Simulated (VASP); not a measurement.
# GaN: from the relaxed cell to its vibrations, part 2 of 2

What lattice, stiffness and vibrations does GaN have at one level of theory? The starting structure is a measured crystal structure from the Crystallography Open Database. All runs use LDA.

VASP 6.6.1.

So far. Step 3 (Elastic constants): The elastic tensor has C11 = 367.3, C12 = 139.1, C44 = 96.2 GPa, among others; its Hill averages are a bulk modulus of 203.0 and a shear modulus of 113.2 GPa. Step 4 (Modes of the relaxed cell): The zone-centre modes at 11.112 Å³ an atom are B1 (2) 697.6, E2 (2) 570.2, E1 561.2, A1 539.0, B1 (1) 337.1, E2 (1) 140.0 cm⁻¹.

## 5. Modes at 0.97 of that volume

Level of this step: LDA; plane waves and PAW (Ga_d, N) (VASP).

Shape and positions were first relaxed at this volume, in a run that isn't shown.

The input, INCAR:

```
SYSTEM = GaN
PREC = Accurate
ENCUT = 560
EDIFF = 1E-08
NELM = 100
ISMEAR = 0
SIGMA = 0.03
LREAL = .FALSE.
ALGO = Normal
GGA = CA
NBANDS = 24
LORBIT = 11
LWAVE = .FALSE.
LCHARG = .FALSE.
KPAR = 8
IBRION = 8
LEPSILON = .TRUE.
LPEAD = .TRUE.
ISIF = 2
```

The input, POSCAR:

```
GaN
1.0
    3.1255226890      0.0000000000      0.0000000000
   -1.5627613445      2.7067820488      0.0000000000
    0.0000000000      0.0000000000      5.0961976261
Ga N
2 2
Direct
    0.3333333333      0.6666666667      0.0918629525
    0.6666666667      0.3333333333      0.5918629525
    0.3333333333      0.6666666667      0.4681370475
    0.6666666667      0.3333333333      0.9681370475
```

The input, KPOINTS:

```
Automatic mesh
0
Gamma
12 12 8
0 0 0
```

Potentials, in the order of the species: Ga_d and N (LDA family, release 64).

Started as:

```sh
$ mpirun -np 8 vasp_std
```

The program printed:

```text
[... set-up lines as in an earlier step ...]
 entering main loop
       N       E                     dE             d eps       ncg     rms          rms(c)
DAV:   1     0.274710258126E+03    0.27471E+03   -0.19055E+04  5008   0.296E+03
DAV:   2     0.118534854834E+01   -0.27352E+03   -0.26116E+03  5024   0.536E+02
DAV:   3    -0.311722352490E+02   -0.32358E+02   -0.32044E+02  5336   0.145E+02
DAV:   4    -0.321414367452E+02   -0.96920E+00   -0.96726E+00  5728   0.277E+01
[...]
DAV:  15    -0.278831340480E+02    0.20388E-06   -0.23440E-06  5552   0.108E-02    0.115E-03
DAV:  16    -0.278831340546E+02   -0.66120E-08   -0.13716E-07  5472   0.264E-03    0.548E-04
DAV:  17    -0.278831340547E+02   -0.14006E-09   -0.29980E-09  3000   0.947E-04
   1 F= -.27883134E+02 E0= -.27883134E+02  d E =-.182244E-11
 Linear response reoptimize wavefunctions to high precision
DAV:   1    -0.278831340539E+02    0.85129E-09   -0.64848E-09  5000   0.541E-04
DAV:   2    -0.278831340539E+02   -0.20009E-10   -0.48590E-10  2632   0.173E-04
 Linear response to external field (no local field effect), progress :
[...]
RMM:  14    -0.230855493111E+00   -0.91769E-07   -0.59767E-10 37962   0.620E-06    0.378E-08
 first order change of Fermi-energy   0.56529E-02
 force on displaced ion       3 direction 1 : -15.479   0.000   0.000
 Born effective charge ion    3 direction 1 :  -2.567   0.000  -0.000
 Linear response progress:
  Degree of freedom:   4/  4
       N       E                     dE             d eps       ncg     rms          rms(c)
RMM:   1    -0.252119429307E+00   -0.25212E+00    0.14190E-01 16175   0.353E+00
RMM:   2    -0.244215203118E+00    0.79042E-02   -0.18393E-02 10616   0.119E+00    0.148E-01
RMM:   3    -0.244731914099E+00   -0.51671E-03   -0.29984E-03 11149   0.427E-01    0.691E-02
RMM:   4    -0.245658496900E+00   -0.92658E-03   -0.66575E-04 12096   0.182E-01    0.189E-02
[...]
RMM:  13    -0.245841364369E+00   -0.97351E-07   -0.24554E-08 12405   0.202E-05    0.711E-07
RMM:  14    -0.245841314890E+00    0.49479E-07    0.39933E-10 12395   0.107E-05    0.186E-07
RMM:  15    -0.245841359842E+00   -0.44953E-07   -0.67302E-09 10311   0.724E-06    0.894E-08
 first order change of Fermi-energy  -0.70691E+00
 force on displaced ion       3 direction 3 :   0.000   0.000 -20.365
 Born effective charge ion    3 direction 3 :   0.000   0.000  -2.700
 Born effective charges drift removed
 Linear response finished
```

Elapsed: 6 min, on 8 MPI ranks of AMD EPYC 9R45, shared host; peak memory 12 GiB.

From OUTCAR (step 5):

```text
  Total        1.7642779      1.7642779      1.7691460      0.0000000      0.0000000     -0.0000000
  in kB       65.5624807     65.5624807     65.7433840      0.0000000      0.0000000     -0.0000000
  external PRESSURE =      65.6227818 kB  Pullay stress =       0.0000000 kB

 POSITION                                       TOTAL-FORCE (eV/Angst)
 -----------------------------------------------------------------------------------
     -0.00000      1.80452      0.46815         0.000000      0.000000     -0.000602
      1.56276      0.90226      3.01625        -0.000000      0.000000     -0.000602
     -0.00000      1.80452      2.38572        -0.000000     -0.000000      0.000602
      1.56276      0.90226      4.93382         0.000000      0.000000      0.000602
 -----------------------------------------------------------------------------------
    total drift:                               -0.000000     -0.000000     -0.001077

 MACROSCOPIC STATIC DIELECTRIC TENSOR (including local field effects in DFT)
 ------------------------------------------------------
           5.448434     0.000000     0.000000
          -0.000000     5.448434    -0.000000
          -0.000000     0.000000     5.616301
 ------------------------------------------------------

 MACROSCOPIC STATIC DIELECTRIC TENSOR IONIC CONTRIBUTION
 ------------------------------------------------------
           3.747512     0.000000     0.000000
           0.000000     3.747512     0.000000
           0.000000     0.000000     4.471121
 ------------------------------------------------------

[... 1 part as in an earlier step ...]

[... 1 further part left out ...]
```

The zone-centre modes at 10.779 Å³ an atom are B1 (2) 725.9, E2 (2) 597.8, E1 586.6, A1 565.3, B1 (1) 347.3, E2 (1) 137.9 cm⁻¹.

## 6. Modes at 1.03 of that volume

Shape and positions were first relaxed at this volume, in a run that isn't shown.

INCAR is that of step 5.

The input, POSCAR:

```
GaN
1.0
    3.1889979254      0.0000000000      0.0000000000
   -1.5944989627      2.7617532160      0.0000000000
    0.0000000000      0.0000000000      5.1981473969
Ga N
2 2
Direct
    0.3333333333      0.6666666667      0.0917340243
    0.6666666667      0.3333333333      0.5917340243
    0.3333333333      0.6666666667      0.4682659757
    0.6666666667      0.3333333333      0.9682659757
```

KPOINTS is that of step 5.

Started as:

```sh
$ mpirun -np 8 vasp_std
```

The program printed:

```text
[... set-up lines as in an earlier step ...]
 entering main loop
       N       E                     dE             d eps       ncg     rms          rms(c)
DAV:   1     0.273652888287E+03    0.27365E+03   -0.19033E+04  4936   0.291E+03
DAV:   2     0.175440017116E+01   -0.27190E+03   -0.26024E+03  5000   0.531E+02
DAV:   3    -0.309468748913E+02   -0.32701E+02   -0.32421E+02  5480   0.145E+02
DAV:   4    -0.319022574466E+02   -0.95538E+00   -0.95382E+00  5592   0.277E+01
[...]
DAV:  18    -0.278873673775E+02    0.97687E-07   -0.97666E-07  6600   0.690E-03    0.247E-03
DAV:  19    -0.278873673581E+02    0.19379E-07   -0.70500E-08  6152   0.229E-03    0.114E-03
DAV:  20    -0.278873673521E+02    0.60172E-08   -0.20770E-08  3776   0.167E-03
   1 F= -.27887367E+02 E0= -.27887367E+02  d E =-.201723E-24
 Linear response reoptimize wavefunctions to high precision
DAV:   1    -0.278873673535E+02   -0.13933E-08   -0.14188E-08  4720   0.897E-04
DAV:   2    -0.278873673535E+02   -0.24556E-10   -0.18180E-10  2496   0.107E-04
 Linear response to external field (no local field effect), progress :
[...]
RMM:  14    -0.229444145126E+00    0.14634E-07    0.63098E-09 39929   0.487E-06    0.390E-08
 first order change of Fermi-energy  -0.63914E-03
 force on displaced ion       3 direction 1 : -12.982   0.000  -0.000
 Born effective charge ion    3 direction 1 :  -2.594   0.000  -0.000
 Linear response progress:
  Degree of freedom:   4/  4
       N       E                     dE             d eps       ncg     rms          rms(c)
RMM:   1    -0.247724429300E+00   -0.24772E+00    0.15324E-01 16297   0.334E+00
RMM:   2    -0.241901377355E+00    0.58231E-02   -0.13612E-02 10474   0.110E+00    0.137E-01
RMM:   3    -0.242650460062E+00   -0.74908E-03   -0.30828E-03 11255   0.408E-01    0.644E-02
RMM:   4    -0.243501954915E+00   -0.85149E-03   -0.52448E-04 12096   0.166E-01    0.182E-02
[...]
RMM:  10    -0.243672876583E+00   -0.10632E-06    0.22245E-07 12869   0.251E-04    0.136E-05
RMM:  11    -0.243672987428E+00   -0.11084E-06   -0.11230E-07 12638   0.732E-05    0.451E-06
RMM:  12    -0.243672993876E+00   -0.64487E-08    0.47534E-08 12873   0.258E-05    0.182E-06
 first order change of Fermi-energy  -0.71482E+00
 force on displaced ion       3 direction 3 :  -0.000   0.000 -17.258
 Born effective charge ion    3 direction 3 :   0.000   0.000  -2.732
 Born effective charges drift removed
 Linear response finished
```

Run time: 8 min. Hardware: 8 MPI ranks; peak memory 12 GiB; 51 min of CPU time.

OUTCAR, selected parts (step 6):

```text
  Total       -1.6028940     -1.6028940     -1.5984843      0.0000000      0.0000000      0.0000000
  in kB      -56.0954573    -56.0954573    -55.9411345      0.0000000      0.0000000      0.0000000
  external PRESSURE =     -56.0440164 kB  Pullay stress =       0.0000000 kB

 POSITION                                       TOTAL-FORCE (eV/Angst)
 -----------------------------------------------------------------------------------
     -0.00000      1.84117      0.47685         0.000000     -0.000000      0.000153
      1.59450      0.92058      3.07592         0.000000      0.000000      0.000153
     -0.00000      1.84117      2.43412         0.000000      0.000000     -0.000153
      1.59450      0.92058      5.03319        -0.000000     -0.000000     -0.000153
 -----------------------------------------------------------------------------------
    total drift:                               -0.000000      0.000000      0.001118

 MACROSCOPIC STATIC DIELECTRIC TENSOR (including local field effects in DFT)
 ------------------------------------------------------
           5.737161     0.000000    -0.000000
          -0.000000     5.737161     0.000000
           0.000000     0.000000     5.913356
 ------------------------------------------------------

 MACROSCOPIC STATIC DIELECTRIC TENSOR IONIC CONTRIBUTION
 ------------------------------------------------------
           4.299286     0.000000     0.000000
           0.000000     4.299286    -0.000000
           0.000000    -0.000000     5.198250
 ------------------------------------------------------

[... 1 part as in an earlier step ...]

[... 1 further part left out ...]
```

The zone-centre modes at 11.445 Å³ an atom are B1 (2) 671.2, E2 (2) 543.8, E1 537.0, A1 514.4, B1 (1) 327.0, E2 (1) 141.0 cm⁻¹.

## 7. Comparison

```
                         run  volume (Å³/atom)  B1 (2)  E2 (2)     E1     A1  B1 (1)  E2 (1)  core minutes
                  relaxation            11.112       -       -      -      -       -       -          0.88
           elastic constants            11.112       -       -      -      -       -       -          47.6
   modes of the relaxed cell            11.112   697.6   570.2  561.2  539.0   337.1   140.0          48.3
modes at 0.97 of that volume            10.779   725.9   597.8  586.6  565.3   347.3   137.9          48.1
modes at 1.03 of that volume            11.445   671.2   543.8  537.0  514.4   327.0   141.0          63.7
```

Modes are in cm⁻¹, degenerate ones as one, matched by symmetry and order. A number in brackets counts the listed modes of one symmetry from the lowest. The symmetry labels come from an automatic analysis and can be wrong where levels nearly coincide. Core minutes are wall time times ranks of the run shown, on a shared host.

## 8. What came out

```yaml
relaxed_volume: 11.11 Å³/atom
bulk_modulus_from_two_volumes: 197 GPa
hill_shear_modulus: 113 GPa
mode_b1_2: 697.6 cm⁻¹
mode_e2_2: 570.2 cm⁻¹
mode_e1: 561.2 cm⁻¹
mode_a1: 539.0 cm⁻¹
mode_b1_1: 337.1 cm⁻¹
mode_e2_1: 140.0 cm⁻¹
grueneisen_parameter_of_b1_2: 1.31
grueneisen_parameter_of_e2_2: 1.58
grueneisen_parameter_of_e1: 1.47
grueneisen_parameter_of_a1: 1.57
grueneisen_parameter_of_b1_1: 1.00
grueneisen_parameter_of_e2_1: -0.37
```

What this shows: At the LDA level GaN relaxes to 11.11 Å³ an atom. The bulk modulus is 197.2 GPa from the pressures at two volumes and 203.0 GPa as the Hill average of the elastic tensor, so the two routes agree. The mode Grüneisen parameters, from the cells at 0.97 and 1.03 of the volume, run from -0.37 (E2 (1)) to 1.58 (E2 (2)). The dielectric constants and Born charges in the logs aren't compared here; at a small gap they can be far off, and in a run without a gap they mean nothing. The frequencies are harmonic, and the splitting of polar modes by their long-range field is left out. All values are for a static lattice. Further runs on this material are not shown.

[Lines on the potential files, build, host, timing and source positions are cut from VASP's logs without a mark.]

[Logs are printed without paths, hosts, clocks, repeated set-up lines and the standing remarks that a program may print on its own settings, such as how far it seeks lower states.]

[Hosts, paths, dates, database ids (printed as entryN), source tags and the programs' standing remarks are cut or masked in the printed files.]
